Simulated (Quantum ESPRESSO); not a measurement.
**LiF (Griceite) in Quantum ESPRESSO: the effect of exact exchange**

LiF (Griceite):

```
CELL_PARAMETERS angstrom
0.00000 2.01400 2.01400
2.01400 0.00000 2.01400
2.01400 2.01400 0.00000
ATOMIC_POSITIONS crystal
F 0.50000 0.50000 0.50000
Li 0.00000 0.00000 0.00000
```

Alike in all runs:

| Quantity | Value |
| --- | --- |
| Program | Quantum ESPRESSO 7.5 |
| Task | single point |
| Functional | r2SCAN-X |
| Potentials or basis | SG15 PBE 1.2 |
| Cutoff | 1197 eV |
| Density cutoff | 4789 eV |
| k mesh | 4 × 4 × 4 |
| Occupations | fixed |
| Spin | no spin polarisation |

**Question.** One run gave: gap on the mesh 12.78 eV. Which exact exchange did it use?
A. 0.1
B. 0.05
C. 0.25
D. 0.5
E. 0.35

**Answer.** C.

```csv
exact exchange,gap on the mesh (eV)
0.05,10.63
0.1,11.17
0.15,11.70
0.25,12.78
0.35,13.85
0.5,15.48
```

Caveats: all runs use coarse meshes.

